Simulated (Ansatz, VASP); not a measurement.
## One calculation of CaSe, two programs

```
Ca Se
1.0
     0.00000    2.97024    2.97024
     2.97024    0.00000    2.97024
     2.97024    2.97024    0.00000
Ca Se
1 1
Direct
  0.89500 0.89500 0.10500
  0.60500 0.60500 0.39500
```

Change from the starting cell: shortest bond scaled by 0.58, LAPW.

Alike in both runs: task single point; functional PBEsol; k mesh 7 × 7 × 7; occupations fermi-dirac, width 0.03 eV; no spin polarisation.

```csv
,VASP,Ansatz
version,VASP 6.6.1,Ansatz 0.2.0
potentials or method,"VASP PAW PBE potentials, release 64 (Ca_sv, Se), cutoff 520 eV","all-electron LAPW, scalar-relativistic"
```

Ansatz gave:

| Item | Value |
| --- | --- |
| gap on the k mesh at the Fermi level (eV) | 1.27 |
| pressure (GPa) | 57.6 |
| largest component of the traceless stress (GPa) | 123.71 |
| rms of the force components (eV/Å) | 20.371 |

Q: Which values does VASP return?

A: gap on the k mesh at the Fermi level (eV): 1.25; pressure (GPa): 58.2; largest component of the traceless stress (GPa): 124.99; rms of the force components (eV/Å): 20.578.

Atom by atom the forces differ by 0.207 eV/Å (rms over components). Ansatz ran all-electron here, so the differences hold the error of VASP's frozen core and of both bases.

Caveats: so large a pressure means that the cell lies far from this level's equilibrium, or that cutoff or potentials fall short (VASP); the potentials were made for another functional, which shifts forces and pressure (VASP); an odd mesh through Γ misses points on the zone boundary, where band edges often lie.
